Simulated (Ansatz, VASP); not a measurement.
# GaP: VASP beside Ansatz

Aim: how closely do two programs agree when they are given the same cell, functional and k mesh? The cell is taken from a series of runs on this material, whose earlier steps may have relaxed, scaled, displaced or heated it; both programs get it as it stands.

Main program and level: Ansatz 0.2.0; plane waves, with VASP 6.6.1 beside it; single point at LDA.

**1. Set-up**

It takes space group F-43m (No. 216, cubic). Conventional cell: a = 5.451 Å, b = 5.451 Å, c = 5.451 Å, α = 90.00°, β = 90.00°, γ = 90.00°. Nearest to Ga lie 4 P at 2.36 Å. Nearest to P lie 4 Ga at 2.36 Å. Farther neighbours are not listed.

**2. VASP: single point, LDA**

A single point gives forces, pressure and levels at one fixed geometry, so differences don't come from the geometry; what else differs is listed under the comparison.

Lines of VASP's logs that name or quote its potential files are left out, and so is its time.

Input file INCAR:

```
SYSTEM = GaP
PREC = Accurate
ENCUT = 400
EDIFF = 1E-06
NELM = 120
ISMEAR = 0
SIGMA = 0.01
LREAL = Auto
ALGO = Normal
GGA = PW92
NBANDS = 168
LORBIT = 11
LWAVE = .FALSE.
LCHARG = .FALSE.
ISIF = 2
LASPH = .TRUE.
GGA_COMPAT = .FALSE.
EFERMI = MIDGAP
KPAR = 2
```

Input file POSCAR:

```
GaP
1.0
   -5.4505000000      5.4505000000     -5.4505000000
    5.4505000000      5.4505000000      5.4505000000
    5.4505000000     -5.4505000000     -5.4505000000
Ga P
16 16
Direct
    0.0000000000      0.0000000000      0.0000000000
    0.2500000000      0.5000000000      0.2500000000
    0.5000000000      0.0000000000      0.5000000000
    0.7500000000      0.5000000000      0.7500000000
    0.7500000000      0.2500000000      0.0000000000
    0.0000000000      0.7500000000      0.2500000000
    0.2500000000      0.2500000000      0.5000000000
    0.5000000000      0.7500000000      0.7500000000
    0.5000000000      0.5000000000      0.0000000000
    0.7500000000      0.0000000000      0.2500000000
    0.0000000000      0.5000000000      0.5000000000
    0.2500000000      0.0000000000      0.7500000000
    0.2500000000      0.7500000000      0.0000000000
    0.5000000000      0.2500000000      0.2500000000
    0.7500000000      0.7500000000      0.5000000000
    0.0000000000      0.2500000000      0.7500000000
    0.0000000000      0.2500000000      0.0000000000
    0.2500000000      0.7500000000      0.2500000000
    0.5000000000      0.2500000000      0.5000000000
    0.7500000000      0.7500000000      0.7500000000
    0.7500000000      0.5000000000      0.0000000000
    0.0000000000      0.0000000000      0.2500000000
    0.2500000000      0.5000000000      0.5000000000
    0.5000000000      0.0000000000      0.7500000000
    0.5000000000      0.7500000000      0.0000000000
    0.7500000000      0.2500000000      0.2500000000
    0.0000000000      0.7500000000      0.5000000000
    0.2500000000      0.2500000000      0.7500000000
    0.2500000000      0.0000000000      0.0000000000
    0.5000000000      0.5000000000      0.2500000000
    0.7500000000      0.0000000000      0.5000000000
    0.0000000000      0.5000000000      0.7500000000
```

Input file KPOINTS:

```
Automatic mesh
0
Gamma
2 2 2
0 0 0
```

PAW data sets: Ga_d and P (LDA family, release 64).

On the command line:

```
$ mpirun -np 4 vasp_std
```

Numbers of over 12 decimals in the logs are rounded to 6 here.

What it wrote:

```text
[banner, memory and clock lines left out]
running    4 mpi-ranks, on    1 nodes
[...]
|                                                                             |
|               ----> ADVICE to this user running VASP <----                  |
|                                                                             |
|     You enforced a specific xc type in the INCAR file but a different       |
|     [... a line on the potential file left out ...]
|     I HOPE YOU KNOW WHAT YOU ARE DOING!                                     |
|                                                                             |

 LDA part: xc-table for (Slater(with rela. corr.)+PW92), standard interpolation
 POSCAR, INCAR and KPOINTS ok, starting setup
[...]
entering main loop
       N       E                     dE             d eps       ncg     rms          rms(c)
DAV:   1     0.334332061756E+04    0.33433E+04   -0.10038E+05  1016   0.219E+03
DAV:   2     0.602199189987E+03   -0.27411E+04   -0.26585E+04  1048   0.640E+02
DAV:   3    -0.951440273451E+02   -0.69734E+03   -0.65155E+03  1232   0.215E+02
DAV:   4    -0.164794322357E+03   -0.69650E+02   -0.67983E+02  1200   0.676E+01
[...]
DAV:  13    -0.166945479623E+03    0.47910E-05   -0.91907E-05  1192   0.252E-02    0.208E-02
DAV:  14    -0.166945476961E+03    0.26624E-05   -0.27748E-05  1152   0.112E-02    0.486E-03
DAV:  15    -0.166945477167E+03   -0.20587E-06   -0.95103E-07   656   0.360E-03
   1 F= -.16694548E+03 E0= -.16694548E+03  d E =0.000000E+00
```

Parts of OUTCAR (step 2):

```text
  Total      -12.1748949    -12.1748949    -12.1748949      0.0000000      0.0000000      0.0000000
  in kB      -30.1166582    -30.1166582    -30.1166582      0.0000000      0.0000000      0.0000000
  external PRESSURE =     -30.1166582 kB  Pullay stress =       0.0000000 kB

 POSITION                                       TOTAL-FORCE (eV/Angst)
 -----------------------------------------------------------------------------------
      0.00000      0.00000      0.00000         0.000000      0.000000     -0.000000
      2.72525      2.72525      0.00000         0.000000      0.000000     -0.000000
      0.00000      0.00000     -5.45050         0.000000      0.000000     -0.000000
      2.72525      2.72525     -5.45050         0.000000      0.000000     -0.000000
     -2.72525      5.45050     -2.72525         0.000000      0.000000     -0.000000
      5.45050      2.72525      2.72525         0.000000      0.000000     -0.000000
      2.72525      0.00000     -2.72525         0.000000      0.000000     -0.000000
      5.45050      2.72525     -2.72525         0.000000      0.000000     -0.000000
      0.00000      5.45050      0.00000         0.000000      0.000000     -0.000000
     -2.72525      2.72525     -5.45050         0.000000      0.000000     -0.000000
      5.45050      0.00000      0.00000         0.000000      0.000000     -0.000000
      2.72525     -2.72525     -5.45050         0.000000      0.000000     -0.000000
      2.72525      5.45050      2.72525         0.000000      0.000000     -0.000000
      0.00000      2.72525     -2.72525         0.000000      0.000000     -0.000000
[...]
-----------------------------------------------------------------------------------
    total drift:                                0.000050      0.000051     -0.000050

  FREE ENERGIE OF THE ION-ELECTRON SYSTEM (eV)
  ---------------------------------------------------
  free  energy   TOTEN  =      -166.9454771666 eV

  energy  without entropy=     -166.9454771666  energy(sigma->0) =     -166.94547717

[... 3 further parts left out ...]
[key lines of the parts left out:]
E-fermi :   5.2586
```

The run ends at a pressure of -3.01 GPa.

**3. Ansatz: single point, LDA**

Ansatz runs on its default PAW (the set named soft_2) files.

The same cell, functional (in two slightly different forms) and mesh now go to Ansatz, which takes its cutoff from its data sets.

Input file input.yaml:

```yaml
crystal:
  lattice:
    - [-5.4505, 5.4505, -5.4505]
    - [5.4505, 5.4505, 5.4505]
    - [5.4505, -5.4505, -5.4505]
  atoms:
    - { symbol: Ga, position: [0.0, 0.0, 0.0] }
    - { symbol: Ga, position: [0.25, 0.5, 0.25] }
    - { symbol: Ga, position: [0.5, 0.0, 0.5] }
    - { symbol: Ga, position: [0.75, 0.5, 0.75] }
    - { symbol: Ga, position: [0.75, 0.25, 0.0] }
    - { symbol: Ga, position: [0.0, 0.75, 0.25] }
    - { symbol: Ga, position: [0.25, 0.25, 0.5] }
    - { symbol: Ga, position: [0.5, 0.75, 0.75] }
    - { symbol: Ga, position: [0.5, 0.5, 0.0] }
    - { symbol: Ga, position: [0.75, 0.0, 0.25] }
    - { symbol: Ga, position: [0.0, 0.5, 0.5] }
    - { symbol: Ga, position: [0.25, 0.0, 0.75] }
    - { symbol: Ga, position: [0.25, 0.75, 0.0] }
    - { symbol: Ga, position: [0.5, 0.25, 0.25] }
    - { symbol: Ga, position: [0.75, 0.75, 0.5] }
    - { symbol: Ga, position: [0.0, 0.25, 0.75] }
    - { symbol: P, position: [0.0, 0.25, 0.0] }
    - { symbol: P, position: [0.25, 0.75, 0.25] }
    - { symbol: P, position: [0.5, 0.25, 0.5] }
    - { symbol: P, position: [0.75, 0.75, 0.75] }
    - { symbol: P, position: [0.75, 0.5, 0.0] }
    - { symbol: P, position: [0.0, 0.0, 0.25] }
    - { symbol: P, position: [0.25, 0.5, 0.5] }
    - { symbol: P, position: [0.5, 0.0, 0.75] }
    - { symbol: P, position: [0.5, 0.75, 0.0] }
    - { symbol: P, position: [0.75, 0.25, 0.25] }
    - { symbol: P, position: [0.0, 0.75, 0.5] }
    - { symbol: P, position: [0.25, 0.25, 0.75] }
    - { symbol: P, position: [0.25, 0.0, 0.0] }
    - { symbol: P, position: [0.5, 0.5, 0.25] }
    - { symbol: P, position: [0.75, 0.0, 0.5] }
    - { symbol: P, position: [0.0, 0.5, 0.75] }
kpoints:
  mp_grid: { grid: [2, 2, 2] }
hamiltonian:
  xc: lda
scf:
  occupations: { method: fixed }
  n_extra_bands: 11
output:
  eigenvalues: true
```

On the command line:

```
$ ansatz run input.yaml --threads 3 --pin off --max-ram 64512MiB --backend cuda --devices 1 --max-vram 24GiB --events-out ev --progress --plain --runs-dir out
```

What it wrote:

```text
scf.n_extra_bands = 11 over 144 filled bands (N_el = 288.0): the run solves 155 bands
GPUs: using 1 of 1 available (devices: 1).
Engine: ansatz 0.2.0, x86_64-unknown-linux-gnu
Pseudopotentials: kind: paw
Pseudopotential: Ga, paw, valence charge 13, recommended cutoff 420 eV (normal), Ga.paw.azcp
Pseudopotential: P, paw, valence charge 5, recommended cutoff 420 eV (normal), P.paw.azcp
Functional definition: SPW92
  exchange = slater_x
  correlation = pw_c
device memory: the entry about to start is reckoned to put 7.6 GiB on a device that reports 73.2 GiB free (of which the cap on the GPU budget leaves the run 24.0 GiB)
GPU FFT provider: cuFFT
GPU libraries: cuBLAS 13.8.2, cuFFT 12.4.0, cuSOLVER 12.3.4
Crystal: 32 atoms, lattice volume = 647.693 Å³
Basis set: ecut = 420 eV, 12623 PW (Γ)
Bands: 155, of which v1, the nominal top of the filled ones, is band 144 counted from 1 (143 counted from 0)
Symmetry: 384 space group operations
Space group: F-43m (ITA 216), of the structure as read, at distance tolerance 8.7e-5 Å
k-points: 3 of 8
Non-local potential: Ga, projectors of the file, l = 0: 2, l = 1: 2, l = 2: 3, l = 3: 1
Non-local potential: P, projectors of the file, l = 0: 2, l = 1: 2, l = 2: 2
PAW form: soft (Blöchl's): semilocal exchange-correlation on the pseudo side does not see the compensation charge
PAW frozen core: Ga, regenerated for the run's functional, and the local potential with it (the file was generated under x = pbe(κ = 0.804, μ = 0.219515), c = pbe(β = 0.066725))
PAW frozen core: P, regenerated for the run's functional, and the local potential with it (the file was generated under x = pbe(κ = 0.804, μ = 0.219515), c = pbe(β = 0.066725))
PAW one-centre angular grid: Ga, 590 points (default); XC on 64 Gauss nodes
PAW one-centre angular grid: P, 110 points (default); XC on 64 Gauss nodes
Initial density: superposition of atomic densities (neutral atoms: chi_scale 0, normalization atom), corrected by the library's trained network
Initial wavefunctions: pseudopotential atomic-orbital guess
GPU buffer pool allocated for 262144 grid points (all kernels)
GPU transforms: local potential and band sums: pruned to the plane-wave sphere, on 64×64×64
Functional: x = slater, c = lda
SCF iter   1: F=—  HF=-70940.113765 eV  |F-HF|=—  |Δ(HF+E_count)|=         —  Δρ=6.75e-3  dr2=2.65e-1  ethr=1.77e-3  ⟨swp⟩=5.7  Hψ=1679  notcnv=0  defer=20
preconditioner: auto → Resta (q_TF=auto, 2.384 Å⁻¹)  ε∞=4.7  [insulator: Δε(μ)=1.435 eV  Ē_g=12.885 eV  n_scr=140 (ndim 8)  ℏωp=24.8 eV  f_vac=0.012  ε∞_Penn≈4.7]
SCF iter   2: F=—  HF=-70940.047099 eV  |F-HF|=—  |Δ(HF+E_count)|=   6.67e-2  Δρ=3.20e-3  dr2=5.98e-2  ethr=9.22e-5  ⟨swp⟩=2.3  Hψ=692  notcnv=0  defer=24
SCF iter   3: F=—  HF=-70940.033587 eV  |F-HF|=—  |Δ(HF+E_count)|=   1.35e-2  Δρ=6.62e-4  dr2=2.24e-3  ethr=2.08e-5  ⟨swp⟩=2.3  Hψ=653  notcnv=0  defer=24
SCF iter   4: F=—  HF=-70940.033216 eV  |F-HF|=—  |Δ(HF+E_count)|=   3.71e-4  Δρ=2.91e-4  dr2=5.33e-4  ethr=7.77e-7  ⟨swp⟩=2.3  Hψ=892  notcnv=0  defer=24
SCF iter   5: F=—  HF=-70940.032454 eV  |F-HF|=—  |Δ(HF+E_count)|=   7.62e-4  Δρ=7.30e-5  dr2=4.73e-5  ethr=1.85e-7  ⟨swp⟩=2.0  Hψ=873  notcnv=0  defer=24
SCF iter   6: F=—  HF=-70940.033059 eV  |F-HF|=—  |Δ(HF+E_count)|=   6.05e-4  Δρ=1.22e-5  dr2=1.27e-6  ethr=1.64e-8  ⟨swp⟩=2.0  Hψ=625  notcnv=0  defer=24
SCF iter   7: F=-70940.033059 eV  HF=-70940.033059 eV  |F-HF|=5.09e-9  |Δ(HF+E_count)|=   3.71e-7  Δρ=2.73e-6  dr2=4.08e-8  ethr=3.47e-11  ⟨swp⟩=12.3  Hψ=2291  notcnv=0
SCF 1 converged in 7 iterations: F = -70940.033059 eV  dr2 = 4.08e-8
  greatest PAW one-centre occupation: 0.994 electrons in one spin orbital (limit 2), on the Ga atom at site 15 (counted from 0), in its partial waves of l = 2
SCF converged after 7 iterations
Free energy (F): -70940.033059 eV
Harris-Foulkes:  -70940.033059 eV  (|F-HF|=5.09e-9)
Internal energy: -70940.033059 eV  (E = F + TS)
E sigma→0 (E₀):  -70940.033059 eV
Fermi energy:    6.841279 eV
--- Per-component energies (eV) ---
  E_band       = -1031.390552
  E_kinetic    = 2986.191319
  E_local      = -35294.673999  (includes V_loc(G=0)·N_el)
  E_nonlocal   = 7392.088860
  E_hartree    = 16278.384248
  E_xc         = -2081.466781
  E_vxc        = -1914.011375  (∫ρ·V_xc dr)
  E_paw        = -39247.769044  (= ΣΔE_a)
  E_vpaw       = -6757.748802  (= ΣTr[D̂ρ^β])
  E_aug_tail   = -0.001864  (compensation charges beyond the density's cutoff)
  E_ewald      = -21002.319101
  E_core_change = 29.533302  (= ΣΔE_core)
  E_smearing   = -0.000000  (= −TS)
  E_closure    = -0.000000  (closes the sum)
  Σ components = -70940.033059   (vs F -70940.033059, Δ=0.00e0)
--- Band table (eV) ---
  k-point 0: bands = [... 140 lower, 5.6246, 6.8413, 6.8413, 6.8413, 8.3379, 8.3379, 8.3379, 8.4496, ... 7 higher]
  k-point 1: bands = [... 140 lower, 5.4649, 5.4649, 6.5680, 6.5680, 8.8812, 8.8812, 9.4316, 9.4316, ... 7 higher]
  k-point 2: bands = [... 140 lower, 5.7112, 5.7112, 5.7112, 5.7112, 8.3406, 8.3406, 8.3406, 8.3406, ... 7 higher]
```

The column dr2 measures how far the density is from self-consistency, as an energy; F and HF (Harris–Foulkes) agree once it is small.

**4. Comparison**

Known differences besides the potentials themselves: fixed occupations in Ansatz, narrow Gaussian smearing in VASP; the cutoff is 420 eV in Ansatz and 400 eV in VASP (PREC = Accurate, projectors in real space); VASP's log shows a relativistic correction to its local exchange, Ansatz's none. Total energies have different zeros and are not compared.

Both answers:

```
              quantity  Ansatz   VASP  difference
gap on the k mesh (eV)   1.497  1.498      -0.002
```

A gap on the mesh is an upper bound, since the band edges may lie between its points.

**5. Summary of results**

| Property | Result |
| --- | --- |
| difference in gap on the k mesh (single point, LDA) | -0.0019 eV |

In words: The difference in gap on the k mesh is -0.0019 eV (single point, LDA), within the 0.08 eV picked in this series as the mark of a large difference. Such differences can come from data sets, numerical settings and the points named under the comparisons, not from the functional's error against experiment.

[Lines on the potential files, build, host, timing and source positions are cut from VASP's logs without a mark.]

[Logs are printed without paths, hosts, clocks, repeated set-up lines and the standing remarks that a program may print on its own settings, such as how far it seeks lower states.]

[Hosts, paths, dates, database ids (printed as entryN), source tags and the programs' standing remarks are cut or masked in the printed files.]
